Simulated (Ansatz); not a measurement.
# Iridium, simple cubic under BLYP: ground state and equation of state, part 2 of 2

Aim: take iridium in the simple cubic structure, relax it, solve it on a dense k-mesh, then scale the cell to 7 volumes from 88 to 112 % of the relaxed one and try a fit of the equation of state. Spin polarisation is left out. The k-meshes are 13×13×13 for the relaxation; 20×20×20 for the dense run; 13×13×13 for the volumes.

Ansatz 0.2.0; DFT, BLYP, plane waves (420 eV) with PAW, scalar-relativistic.

**3. Dense single point**

This is Ir in the simple cubic structure; at room conditions it is fcc.

Contents of input.yaml:

```yaml
crystal:
  lattice:
    - [2.6172762149, 0.0, 0.0]
    - [0.0, 2.6172762149, 0.0]
    - [0.0, 0.0, 2.6172762149]
  atoms:
    - { symbol: Ir, position: [0.0, 0.0, 0.0] }
hamiltonian:
  xc: blyp
  pseudopotentials:
    kind: paw
    azcp:
      Ir: "pseudopotentials/Ir.paw.azcp"
basis:
  ecutwfc: 420
  fft_grid_basis: typed
kpoints:
  mp_grid: { grid: [20, 20, 20], shift: [0, 0, 0] }
magnetization:
  spin_polarized: false
scf:
  occupations: { method: fermi_dirac, width: 0.1 }
output:
  write_density: true
  write_potential: true
  elf: true
  volumetric_format: npy
```

What it wrote:

```text
Warning: RAYON_NUM_THREADS=2 ignored (pool sized by the plan → 2); use --threads N
Engine: ansatz 0.2.0, aarch64-unknown-linux-gnu
Pseudopotentials: kind: paw
Pseudopotential: Ir, paw, valence charge 17, recommended cutoff 420 eV (normal), <dir>
Functional definition: BLYP
  parameter beta = 0.0042
  parameter a = 0.04918
  parameter b = 0.132
  parameter c = 0.2533
  parameter d = 0.349
  exchange = b88_x(beta = beta)
  correlation = lyp_c(a = a, b = b, c = c, d = d)
Crystal: 1 atoms, lattice volume = 17.929 Å³
Basis set: ecut = 420 eV, 365 PW (Γ), exchange–correlation on 36×36×36 points (8 copies of the dense FFT grid, shifted against one another)
Bands: 13, of which v1, the nominal top of the filled ones, is band 9 counted from 1 (8 counted from 0)
Symmetry: 48 space group operations
Space group: Pm-3m (ITA 221), of the structure as read, at distance tolerance 2.6e-5 Å
k-points: 286 of 8000
Non-local potential: Ir, projectors of the file, l = 0: 3, l = 1: 2, l = 2: 2, l = 3: 1
PAW form: soft (Blöchl's): semilocal exchange-correlation on the pseudo side does not see the compensation charge
PAW frozen core: Ir, regenerated for the run's functional, and the local potential with it (the file was generated under x = pbe(κ = 0.804, μ = 0.2195149727645171), c = pbe(β = 0.06672455060314922))
PAW one-centre angular grid: Ir, 590 points (default); XC on 64 Gauss nodes
Initial density: superposition of atomic densities (neutral atoms: chi_scale 0, normalization atom), corrected by the library's trained network
Initial wavefunctions: pseudopotential atomic-orbital guess
Functional: x = b88, c = lyp
SCF iter   1: F=—  HF=-11960.068617 eV  |F-HF|=—  |Δ(HF+E_count)|=         —  Δρ=9.36e-3  dr2=1.87e-2  ethr=1.77e-3  ⟨swp⟩=4.9  Hψ=20417  notcnv=0
preconditioner: auto → none  [metal: Δε(μ)=0.008 eV  Ē_g=12.279 eV  σ=0.100 eV  W_gap=0.02  n_scr=6 (ndim 8)  ℏωp=26.3 eV  f_vac=0.000  D(μ)=1.59/eV (n_scr^D=18)  sad-step TF]
SCF iter   2: F=—  HF=-11960.065177 eV  |F-HF|=—  |Δ(HF+E_count)|=   3.44e-3  Δρ=4.84e-3  dr2=4.90e-3  ethr=1.10e-4  ⟨swp⟩=1.0  Hψ=6006  notcnv=0
SCF iter   3: F=—  HF=-11960.064233 eV  |F-HF|=—  |Δ(HF+E_count)|=   9.44e-4  Δρ=5.72e-4  dr2=5.06e-5  ethr=2.88e-5  ⟨swp⟩=2.2  Hψ=4604  notcnv=0
SCF iter   4: F=—  HF=-11960.064260 eV  |F-HF|=—  |Δ(HF+E_count)|=   2.75e-5  Δρ=9.56e-5  dr2=1.22e-6  ethr=2.98e-7  ⟨swp⟩=2.0  Hψ=4951  notcnv=0
iter 5 did not close the SCF: its close was put off for the readings that it lacked (scf_convergence_deferred on its scf_iter line)
SCF iter   5: F=-11960.064260 eV  HF=-11960.064260 eV  |F-HF|=3.24e-9  |Δ(HF+E_count)|=   6.01e-8  Δρ=7.84e-6  dr2=8.89e-9  ethr=7.16e-9  ⟨swp⟩=2.1  Hψ=5166  notcnv=0
SCF iter   6: F=-11960.064260 eV  HF=-11960.064260 eV  |F-HF|=1.82e-12  |Δ(HF+E_count)|=  9.66e-10  Δρ=8.11e-7  dr2=9.54e-11  ethr=5.23e-11  ⟨swp⟩=1.2  Hψ=10794  notcnv=0
SCF 1 converged in 6 iterations: F = -11960.064260 eV  dr2 = 9.54e-11
SCF converged after 6 iterations
Free energy (F): -11960.064260 eV
Harris-Foulkes:  -11960.064260 eV  (|F-HF|=1.82e-12)
Internal energy: -11960.011286 eV  (E = F + TS)
E sigma→0 (E₀):  -11960.037773 eV
Entropy (-TS):   -0.052974 eV (-52.974 meV/atom)
Fermi energy:    19.379864 eV
--- Per-component energies (eV) ---
  E_band       = -174.365320
  E_kinetic    = 621.177166
  E_local      = -1421.313203  (includes V_loc(G=0)·N_el)
  E_nonlocal   = 73.457450
  E_hartree    = 538.068892
  E_xc         = -262.558386
  E_vxc        = -292.529604  (∫ρ·V_xc dr)
  E_paw        = -9253.326533  (= ΣΔE_a)
  E_vpaw       = -231.294566  (= ΣTr[D̂ρ^β])
  E_aug_tail   = 0.000046  (compensation charges beyond the density's cutoff)
  E_ewald      = -2255.666869
  E_core_change = 0.150151  (= ΣΔE_core)
  E_smearing   = -0.052974  (= −TS)
  E_closure    = -0.000000  (closes the sum)
  Σ components = -11960.064260   (vs F -11960.064260, Δ=0.00e0)
--- Band table (eV; the first three rows and the last of 286) ---
  k-point 0: bands = ["-72.6467", "-29.2057", "-29.2057", "-29.2057", "10.8985", "13.9082", "13.9082", "20.5289", "20.5289", "20.5289", "34.4620", "34.4620", "34.4620"]
  k-point 1: bands = ["-72.6458", "-29.2210", "-29.2045", "-29.2045", "10.9727", "13.9229", "13.9769", "20.4513", "20.4513", "20.5348", "33.9787", "34.5987", "34.5987"]
  k-point 2: bands = ["-72.6432", "-29.2653", "-29.2009", "-29.2009", "11.1858", "13.9657", "14.1862", "20.2331", "20.2331", "20.5520", "32.8482", "34.9910", "34.9910"]
  k-point 285: bands = ["-72.5394", "-29.6774", "-29.6774", "-29.6774", "14.7055", "14.7055", "14.7055", "22.5946", "22.5946", "29.1479", "29.6595", "29.6595", "29.6595"]
```

Run time: 1.8 s. Hardware: 2 threads of Arm Neoverse V2, shared host; peak memory 0.32 GiB.

Density in a lattice plane of the grid's cell (edges 2.62 and 2.62 Å, at 0.000 of the third edge), which holds Ir.

Values in e/Å³, 12 rows by 12 columns:
```
8.85 8.45 6.48 3.48 1.39 0.64 0.47 0.64 1.39 3.48 6.48 8.45
7.17 6.48 4.56 2.32 0.98 0.50 0.39 0.50 0.98 2.32 4.56 6.48
4.00 3.48 2.32 1.21 0.60 0.36 0.30 0.36 0.60 1.21 2.32 3.48
1.59 1.39 0.98 0.60 0.37 0.25 0.22 0.25 0.37 0.60 0.98 1.39
0.70 0.64 0.50 0.36 0.25 0.19 0.17 0.19 0.25 0.36 0.50 0.64
0.50 0.47 0.39 0.30 0.22 0.17 0.15 0.17 0.22 0.30 0.39 0.47
0.70 0.64 0.50 0.36 0.25 0.19 0.17 0.19 0.25 0.36 0.50 0.64
1.59 1.39 0.98 0.60 0.37 0.25 0.22 0.25 0.37 0.60 0.98 1.39
4.00 3.48 2.32 1.21 0.60 0.36 0.30 0.36 0.60 1.21 2.32 3.48
7.17 6.48 4.56 2.32 0.98 0.50 0.39 0.50 0.98 2.32 4.56 6.48
8.85 8.45 6.48 3.48 1.39 0.64 0.47 0.64 1.39 3.48 6.48 8.45
8.95 8.85 7.17 4.00 1.59 0.70 0.50 0.70 1.59 4.00 7.17 8.85
```
Columns run along the first of these edges and rows up along the second, over one cell in 12 and 12 even steps from the bottom left corner. Atoms in the plane (fractional): Ir at (0.00, 0.00).

ELF in the same plane.

Ten even steps from ' ' (0.16) to '@' (0.67):
```
==++##%%@@@@%%**==--::------::--==**%%@@@@%%##++
**##%%@@@@@@##**==--::------::--==**##@@@@@@%%##
@@@@@@@@@@%%##++--::::------::::--++##%%@@@@@@@@
@@@@@@@@%%##++==--::::::--::::::--==++##%%@@@@@@
%%%%%%##**++==--::::::::::::::::::--==++**##%%%%
****++++==----::::::::::::::::::::::----==++++**
----------::::::::..............::::::::--------
------::::::::::......      ......::::::::::----
------::::::::::....          ....::::::::::----
------------::::....          ....::::----------
------::::::::::....          ....::::::::::----
------::::::::::......      ......::::::::::----
----------::::::::..............::::::::--------
****++++==----::::::::::::::::::::::----==++++**
%%%%%%##**++==--::::::::::::::::::--==++**##%%%%
@@@@@@@@%%##++==--::::::--::::::--==++##%%@@@@@@
@@@@@@@@@@%%##++--::::------::::--++##%%@@@@@@@@
**##%%@@@@@@##**==--::------::--==**##@@@@@@%%##
==++##%%@@@@%%**==--::------::--==**%%@@@@%%##++
::==++%%@@@@%%**==--::------::--==**%%@@@@%%++==
```
Columns run along the first of these edges and rows up along the second, over one cell in 24 and 20 even steps from the bottom left corner. Atoms in the plane (fractional): Ir at (0.00, 0.00).

Both are smooth fields of the valence electrons: close to the nuclei they are not physical.

**4. Volume × 0.88**

Contents of input.yaml:

```yaml
crystal:
  lattice:
    - [2.5080938455, 0.0, 0.0]
    - [0.0, 2.5080938455, 0.0]
    - [0.0, 0.0, 2.5080938455]
  atoms:
    - { symbol: Ir, position: [0.0, 0.0, 0.0] }
hamiltonian:
  xc: blyp
  pseudopotentials:
    kind: paw
    azcp:
      Ir: "pseudopotentials/Ir.paw.azcp"
basis:
  ecutwfc: 420
  fft_grid_basis: typed
kpoints:
  mp_grid: { grid: [13, 13, 13], shift: [0, 0, 0] }
magnetization:
  spin_polarized: false
scf:
  occupations: { method: fermi_dirac, width: 0.1 }
  lower_state_search: "off"
output:
  stress: true
  write_density: true
  write_potential: true
  elf: true
  volumetric_format: npy
```

What it wrote, cut to the lines that bear on the results:

```text
Warning: RAYON_NUM_THREADS=2 ignored (pool sized by the plan → 2); use --threads N
[...]
[... 3 set-up lines as earlier in the session ...]
[...]
Crystal: 1 atoms, lattice volume = 15.777 Å³
Basis set: ecut = 420 eV, 305 PW (Γ), exchange–correlation on 36×36×36 points (8 copies of the dense FFT grid, shifted against one another)
Bands: 13, of which v1, the nominal top of the filled ones, is band 9 counted from 1 (8 counted from 0)
[... 2 set-up lines as earlier in the session ...]
k-points: 84 of 2197
[...]
SCF iter   1: F=—  HF=-11959.855369 eV  |F-HF|=—  |Δ(HF+E_count)|=         —  Δρ=1.15e-2  dr2=2.40e-2  ethr=1.77e-3  ⟨swp⟩=5.0  Hψ=5956  notcnv=0
[...]
SCF iter   6: F=-11959.848550 eV  HF=-11959.848550 eV  |F-HF|=4.37e-11  |Δ(HF+E_count)|=   3.57e-9  Δρ=7.72e-7  dr2=4.46e-11  ethr=1.12e-11  ⟨swp⟩=4.6  Hψ=5584  notcnv=0
[...]
SCF converged after 6 iterations
Free energy (F): -11959.848550 eV
[...]
E sigma→0 (E₀):  -11959.823629 eV
Entropy (-TS):   -0.049841 eV (-49.841 meV/atom)
Fermi energy:    22.837251 eV
[...]
--- Stress (GPa, compression-positive) ---
       36.538491       0.000000       0.000000
        0.000000      36.538491       0.000000
        0.000000       0.000000      36.538491
  P = ⅓ Tr σ = 36.5385 GPa (365.385 kbar)
--- Band table (eV; the first three rows and the last of 84) ---
  k-point 0: bands = ["-69.4484", "-25.8969", "-25.8969", "-25.8969", "13.2832", "16.3248", "16.3248", "24.3192", "24.3192", "24.3192", "38.7421", "38.7421", "38.7421"]
[...]
```

Run time: 0.79 s. Hardware: 2 threads of Arm Neoverse V2, shared host; peak memory 0.27 GiB.

**5. Volume × 0.92**

Edit input.yaml of step 4 so:

```diff
@@ -2,5 +2,5 @@
   lattice:
-    - [2.5080938455, 0.0, 0.0]
-    - [0.0, 2.5080938455, 0.0]
-    - [0.0, 0.0, 2.5080938455]
+    - [2.5455336017, 0.0, 0.0]
+    - [0.0, 2.5455336017, 0.0]
+    - [0.0, 0.0, 2.5455336017]
   atoms:
@@ -25,5 +25 @@
   stress: true
-  write_density: true
-  write_potential: true
-  elf: true
-  volumetric_format: npy
```

What it wrote, cut to the lines that bear on the results:

```text
Warning: RAYON_NUM_THREADS=2 ignored (pool sized by the plan → 2); use --threads N
[...]
[... 3 set-up lines as earlier in the session ...]
[...]
Crystal: 1 atoms, lattice volume = 16.494 Å³
Basis set: ecut = 420 eV, 341 PW (Γ), exchange–correlation on 36×36×36 points (8 copies of the dense FFT grid, shifted against one another)
Bands: 13, of which v1, the nominal top of the filled ones, is band 9 counted from 1 (8 counted from 0)
[... 2 set-up lines as earlier in the session ...]
k-points: 84 of 2197
[...]
SCF iter   1: F=—  HF=-11959.982963 eV  |F-HF|=—  |Δ(HF+E_count)|=         —  Δρ=1.06e-2  dr2=2.27e-2  ethr=1.77e-3  ⟨swp⟩=5.0  Hψ=5981  notcnv=0
[...]
SCF iter   6: F=-11959.976713 eV  HF=-11959.976713 eV  |F-HF|=1.46e-11  |Δ(HF+E_count)|=   2.88e-9  Δρ=6.79e-7  dr2=4.37e-11  ethr=1.59e-11  ⟨swp⟩=1.8  Hψ=3279  notcnv=0
[...]
SCF converged after 6 iterations
Free energy (F): -11959.976713 eV
[...]
E sigma→0 (E₀):  -11959.950665 eV
Entropy (-TS):   -0.052095 eV (-52.095 meV/atom)
Fermi energy:    21.577866 eV
[...]
--- Stress (GPa, compression-positive) ---
       21.338839       0.000000       0.000000
        0.000000      21.338839       0.000000
        0.000000       0.000000      21.338839
  P = ⅓ Tr σ = 21.3388 GPa (213.388 kbar)
```

It took 0.61 s on 2 threads of Arm Neoverse V2, shared host; peak memory 0.26 GiB.

**6. Volume × 0.96**

Edit input.yaml of step 5 so:

```diff
@@ -2,5 +2,5 @@
   lattice:
-    - [2.5455336017, 0.0, 0.0]
-    - [0.0, 2.5455336017, 0.0]
-    - [0.0, 0.0, 2.5455336017]
+    - [2.5819032812, 0.0, 0.0]
+    - [0.0, 2.5819032812, 0.0]
+    - [0.0, 0.0, 2.5819032812]
   atoms:
@@ -25 +25,5 @@
   stress: true
+  write_density: true
+  write_potential: true
+  elf: true
+  volumetric_format: npy
```

What it wrote, cut to the lines that bear on the results:

```text
Warning: RAYON_NUM_THREADS=2 ignored (pool sized by the plan → 2); use --threads N
[...]
[... 3 set-up lines as earlier in the session ...]
[...]
Crystal: 1 atoms, lattice volume = 17.212 Å³
Basis set: ecut = 420 eV, 341 PW (Γ), exchange–correlation on 36×36×36 points (8 copies of the dense FFT grid, shifted against one another)
Bands: 13, of which v1, the nominal top of the filled ones, is band 9 counted from 1 (8 counted from 0)
[... 2 set-up lines as earlier in the session ...]
k-points: 84 of 2197
[...]
SCF iter   1: F=—  HF=-11960.050010 eV  |F-HF|=—  |Δ(HF+E_count)|=         —  Δρ=9.83e-3  dr2=2.11e-2  ethr=1.77e-3  ⟨swp⟩=4.9  Hψ=5923  notcnv=0
[...]
SCF iter   6: F=-11960.044411 eV  HF=-11960.044411 eV  |F-HF|=7.28e-12  |Δ(HF+E_count)|=   2.37e-9  Δρ=5.73e-7  dr2=3.44e-11  ethr=1.71e-11  ⟨swp⟩=4.3  Hψ=5396  notcnv=0
[...]
SCF converged after 6 iterations
Free energy (F): -11960.044411 eV
[...]
E sigma→0 (E₀):  -11960.017192 eV
Entropy (-TS):   -0.054439 eV (-54.439 meV/atom)
Fermi energy:    20.421889 eV
[...]
--- Stress (GPa, compression-positive) ---
        9.392006       0.000000       0.000000
        0.000000       9.392006       0.000000
        0.000000       0.000000       9.392006
  P = ⅓ Tr σ = 9.3920 GPa (93.920 kbar)
--- Band table (eV; the first three rows and the last of 84) ---
  k-point 0: bands = ["-71.6609", "-28.1897", "-28.1897", "-28.1897", "11.6238", "14.6572", "14.6572", "21.6892", "21.6892", "21.6892", "35.7810", "35.7810", "35.7810"]
[...]
```

It took 0.8 s on 2 threads of Arm Neoverse V2, shared host; peak memory 0.27 GiB.

**7. Volume × 1.0**

Edit input.yaml of step 6 so:

```diff
@@ -2,5 +2,5 @@
   lattice:
-    - [2.5819032812, 0.0, 0.0]
-    - [0.0, 2.5819032812, 0.0]
-    - [0.0, 0.0, 2.5819032812]
+    - [2.6172762149, 0.0, 0.0]
+    - [0.0, 2.6172762149, 0.0]
+    - [0.0, 0.0, 2.6172762149]
   atoms:
@@ -25,5 +25 @@
   stress: true
-  write_density: true
-  write_potential: true
-  elf: true
-  volumetric_format: npy
```

What it wrote, cut to the lines that bear on the results:

```text
Warning: RAYON_NUM_THREADS=2 ignored (pool sized by the plan → 2); use --threads N
[...]
[... 3 set-up lines as earlier in the session ...]
[...]
Crystal: 1 atoms, lattice volume = 17.929 Å³
Basis set: ecut = 420 eV, 365 PW (Γ), exchange–correlation on 36×36×36 points (8 copies of the dense FFT grid, shifted against one another)
Bands: 13, of which v1, the nominal top of the filled ones, is band 9 counted from 1 (8 counted from 0)
[... 2 set-up lines as earlier in the session ...]
k-points: 84 of 2197
[...]
SCF iter   1: F=—  HF=-11960.069428 eV  |F-HF|=—  |Δ(HF+E_count)|=         —  Δρ=9.08e-3  dr2=1.94e-2  ethr=1.77e-3  ⟨swp⟩=4.9  Hψ=5986  notcnv=0
[...]
SCF iter   6: F=-11960.064598 eV  HF=-11960.064598 eV  |F-HF|=3.64e-12  |Δ(HF+E_count)|=   2.47e-9  Δρ=7.91e-7  dr2=8.71e-11  ethr=2.93e-11  ⟨swp⟩=1.8  Hψ=3303  notcnv=0
[...]
SCF converged after 6 iterations
Free energy (F): -11960.064598 eV
[...]
E sigma→0 (E₀):  -11960.036116 eV
Entropy (-TS):   -0.056963 eV (-56.963 meV/atom)
Fermi energy:    19.357239 eV
[...]
--- Stress (GPa, compression-positive) ---
        0.006431       0.000000       0.000000
        0.000000       0.006431       0.000000
        0.000000       0.000000       0.006431
  P = ⅓ Tr σ = 0.0064 GPa (0.064 kbar)
```

Run time: 0.63 s. Hardware: 2 threads of Arm Neoverse V2, shared host; peak memory 0.26 GiB.

**8. Volume × 1.04**

Edit input.yaml of step 7 so:

```diff
@@ -2,5 +2,5 @@
   lattice:
-    - [2.6172762149, 0.0, 0.0]
-    - [0.0, 2.6172762149, 0.0]
-    - [0.0, 0.0, 2.6172762149]
+    - [2.6517180095, 0.0, 0.0]
+    - [0.0, 2.6517180095, 0.0]
+    - [0.0, 0.0, 2.6517180095]
   atoms:
```

What it wrote, cut to the lines that bear on the results:

```text
Warning: RAYON_NUM_THREADS=2 ignored (pool sized by the plan → 2); use --threads N
[...]
[... 3 set-up lines as earlier in the session ...]
[...]
Crystal: 1 atoms, lattice volume = 18.646 Å³
Basis set: ecut = 420 eV, 365 PW (Γ), exchange–correlation on 36×36×36 points (8 copies of the dense FFT grid, shifted against one another)
Bands: 13, of which v1, the nominal top of the filled ones, is band 9 counted from 1 (8 counted from 0)
[... 1 set-up line as earlier in the session ...]
Space group: Pm-3m (ITA 221), of the structure as read, at distance tolerance 2.7e-5 Å
k-points: 84 of 2197
[...]
SCF iter   1: F=—  HF=-11960.051626 eV  |F-HF|=—  |Δ(HF+E_count)|=         —  Δρ=8.35e-3  dr2=1.76e-2  ethr=1.77e-3  ⟨swp⟩=4.8  Hψ=6035  notcnv=0
[...]
SCF iter   6: F=-11960.047498 eV  HF=-11960.047498 eV  |F-HF|=1.82e-12  |Δ(HF+E_count)|=   3.59e-9  Δρ=7.66e-7  dr2=8.98e-11  ethr=1.54e-11  ⟨swp⟩=1.3  Hψ=3281  notcnv=0
[...]
SCF converged after 6 iterations
Free energy (F): -11960.047498 eV
[...]
E sigma→0 (E₀):  -11960.017655 eV
Entropy (-TS):   -0.059687 eV (-59.687 meV/atom)
Fermi energy:    18.373921 eV
[...]
--- Stress (GPa, compression-positive) ---
       -7.348171       0.000000       0.000000
        0.000000      -7.348171       0.000000
        0.000000       0.000000      -7.348171
  P = ⅓ Tr σ = -7.3482 GPa (-73.482 kbar)
```

Wall time 0.62 s (2 threads of Arm Neoverse V2, shared host); peak memory 0.26 GiB.

**9. Volume × 1.08**

Edit input.yaml of step 8 so:

```diff
@@ -2,5 +2,5 @@
   lattice:
-    - [2.6517180095, 0.0, 0.0]
-    - [0.0, 2.6517180095, 0.0]
-    - [0.0, 0.0, 2.6517180095]
+    - [2.685287624, 0.0, 0.0]
+    - [0.0, 2.685287624, 0.0]
+    - [0.0, 0.0, 2.685287624]
   atoms:
```

What it wrote, cut to the lines that bear on the results:

```text
Warning: RAYON_NUM_THREADS=2 ignored (pool sized by the plan → 2); use --threads N
[...]
[... 3 set-up lines as earlier in the session ...]
[...]
Crystal: 1 atoms, lattice volume = 19.363 Å³
Basis set: ecut = 420 eV, 389 PW (Γ), exchange–correlation on 36×36×36 points (8 copies of the dense FFT grid, shifted against one another)
Bands: 13, of which v1, the nominal top of the filled ones, is band 9 counted from 1 (8 counted from 0)
[... 2 set-up lines as earlier in the session ...]
k-points: 84 of 2197
[...]
SCF iter   1: F=—  HF=-11960.004490 eV  |F-HF|=—  |Δ(HF+E_count)|=         —  Δρ=7.67e-3  dr2=1.58e-2  ethr=1.77e-3  ⟨swp⟩=4.9  Hψ=5943  notcnv=0
[...]
SCF iter   6: F=-11960.001239 eV  HF=-11960.001239 eV  |F-HF|=1.82e-12  |Δ(HF+E_count)|=   3.31e-9  Δρ=7.67e-7  dr2=9.18e-11  ethr=1.63e-11  ⟨swp⟩=1.0  Hψ=3297  notcnv=0
[...]
SCF converged after 6 iterations
Free energy (F): -11960.001239 eV
[...]
E sigma→0 (E₀):  -11959.969937 eV
Entropy (-TS):   -0.062603 eV (-62.603 meV/atom)
Fermi energy:    17.463482 eV
[...]
--- Stress (GPa, compression-positive) ---
      -13.082351       0.000000       0.000000
        0.000000     -13.082351       0.000000
        0.000000       0.000000     -13.082351
  P = ⅓ Tr σ = -13.0824 GPa (-130.824 kbar)
```

Wall time 0.62 s (2 threads of Arm Neoverse V2, shared host); peak memory 0.26 GiB.

**10. Volume × 1.12**

Edit input.yaml of step 9 so:

```diff
@@ -2,5 +2,5 @@
   lattice:
-    - [2.685287624, 0.0, 0.0]
-    - [0.0, 2.685287624, 0.0]
-    - [0.0, 0.0, 2.685287624]
+    - [2.7180382617, 0.0, 0.0]
+    - [0.0, 2.7180382617, 0.0]
+    - [0.0, 0.0, 2.7180382617]
   atoms:
```

What it wrote, cut to the lines that bear on the results:

```text
Warning: RAYON_NUM_THREADS=2 ignored (pool sized by the plan → 2); use --threads N
[...]
[... 3 set-up lines as earlier in the session ...]
[...]
Crystal: 1 atoms, lattice volume = 20.080 Å³
Basis set: ecut = 420 eV, 389 PW (Γ), exchange–correlation on 40×40×40 points (8 copies of the dense FFT grid, shifted against one another)
Bands: 13, of which v1, the nominal top of the filled ones, is band 9 counted from 1 (8 counted from 0)
[... 2 set-up lines as earlier in the session ...]
k-points: 84 of 2197
[...]
SCF iter   1: F=—  HF=-11959.934783 eV  |F-HF|=—  |Δ(HF+E_count)|=         —  Δρ=7.07e-3  dr2=1.40e-2  ethr=1.77e-3  ⟨swp⟩=4.9  Hψ=5964  notcnv=0
[...]
SCF iter   6: F=-11959.932321 eV  HF=-11959.932321 eV  |F-HF|=9.09e-12  |Δ(HF+E_count)|=   3.91e-9  Δρ=8.05e-7  dr2=1.10e-10  ethr=1.40e-11  ⟨swp⟩=1.0  Hψ=3284  notcnv=0
[...]
SCF converged after 6 iterations
Free energy (F): -11959.932321 eV
[...]
E sigma→0 (E₀):  -11959.899477 eV
Entropy (-TS):   -0.065687 eV (-65.687 meV/atom)
Fermi energy:    16.618765 eV
[...]
--- Stress (GPa, compression-positive) ---
      -17.517326      -0.000000       0.000000
        0.000000     -17.517326       0.000000
        0.000000       0.000000     -17.517326
  P = ⅓ Tr σ = -17.5173 GPa (-175.173 kbar)
```

Run time: 0.63 s. Hardware: 2 threads of Arm Neoverse V2, shared host; peak memory 0.27 GiB.

**11. Fitting the volumes**

All volumes keep the relaxed shape and fractional coordinates.

| V (Å³/atom) | E − E₀ (meV/atom) | P from the stress (GPa) | P from the fit (GPa) |
| --- | --- | --- | --- |
| 15.777 | 212.5 | 36.54 | 36.36 |
| 16.494 | 85.4 | 21.34 | 21.07 |
| 17.212 | 18.9 | 9.39 | 9.10 |
| 17.929 | 0.0 | 0.01 | -0.28 |
| 18.646 | 18.4 | -7.35 | -7.64 |
| 19.363 | 66.1 | -13.08 | -13.41 |
| 20.080 | 136.6 | -17.52 | -17.93 |

Fit (Birch-Murnaghan, third order): V₀ = 17.905 Å³/atom, B₀ = 209 GPa, B₀′ = 5.1, largest residual 0.07 meV/atom.

Fit and stress differ a little: one follows E(σ → 0), the other the smeared free energy.

**12. What came out**

The summary covers parts 1 to 2.

| quantity | value |
| --- | --- |
| space group (spins left aside) | Pm-3m (No. 221) |
| conventional cell | a = 2.617 Å |
| volume | 17.929 Å³/atom |
| shortest distance | 2.617 Å |
| gap on the mesh | none (levels filled in part) |
| relative to fcc | +682 meV/atom |
| V₀, B₀, B₀′ | 17.905 Å³/atom, 209 GPa, 5.1 |

What this shows: From the guessed start the volume grew by 17.3 % in 7 steps. Against the reference form of iridium (fcc, computed apart with the same settings) it stands 682 meV/atom higher. Levels at the Fermi energy are filled in part, as in a metal. The fitted modulus is 209 GPa. The symmetry was held, so the structure may be unstable against distortions that break it.
